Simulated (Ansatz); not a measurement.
Runs of Ansatz 0.2.0 on Sn. It takes space group I4_1/amd (No. 141, tetragonal). The conventional cell has a = 5.880 Å, b = 5.880 Å, c = 3.199 Å, α = 90.00°, β = 90.00°, γ = 90.00°. Around Sn (site symmetry -4m2) lie 6 Sn at 3.05 to 3.20 Å. 

| task | level | potentials or basis | spin | cell | k mesh | cutoff (eV) | smearing | pressure (GPa) |
| --- | --- | --- | --- | --- | --- | --- | --- | --- |
| band structure | BLYP | all-electron LAPW, scalar-relativistic | off | as given | 9 × 9 × 9 | 208 | fermi-dirac 0.05 eV | 5.7 |
| relaxation of cell and atoms | PBEsol | all-electron LAPW, relativistic spinors | SOC, no magnetisation | relaxed | 7 × 7 × 7 | - | fermi-dirac 0.1 eV | 0.0 |
| band structure | PBEsol | all-electron LAPW, scalar-relativistic | off | as given | 9 × 9 × 9 | 208 | fermi-dirac 0.05 eV | -1.4 |
| band structure | LDA | all-electron LAPW, relativistic spinors | SOC, no magnetisation | as given | 7 × 7 × 7 | 208 | fermi-dirac 0.05 eV | (a) |

Alike in all rows: basis error allowed 0.001 eV/atom.

**Question.** Estimate the missing entries.

**Answer.** (a) -3.0.

Caveats: the k mesh is thin for a metal, which can move the energy by tens of meV per atom (some runs).

Runs at the PBE level aren't shown here.
